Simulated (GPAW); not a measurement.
Crystal: ZnS (Wurtzite-2H).

```
CELL_PARAMETERS angstrom
3.81100 0.00000 0.00000
-1.90550 3.30042 0.00000
0.00000 0.00000 6.23400
ATOMIC_POSITIONS crystal
Zn 0.66667 0.33333 0.50000
Zn 0.33333 0.66667 0.00000
S 0.66667 0.33333 0.88500
S 0.33333 0.66667 0.38500
```

Base run:

```yaml
Program: GPAW 26.7.0
Functional: vdW-DF
Potentials_or_basis: GPAW PAW data sets (gpaw-data 1.2.1)
Cutoff: 600 eV
Basis: pw
k_mesh: 6 × 6 × 3
Occupations: fermi-dirac, width 0.05 eV
Spin: no spin polarisation
```

Its results: band gap on the k mesh 2.45 eV, direct; largest force 0.361 eV/Å.

Question: The run is repeated on the same cell with these changes: functional from vdW-DF to MS2. What comes out?

Answer: Band gap on the k mesh 2.62 eV, direct; largest force 0.331 eV/Å.

Caveats: the PAW data sets were made with another functional, which shifts forces and pressure a little.

Not every run made on this cell is shown here.
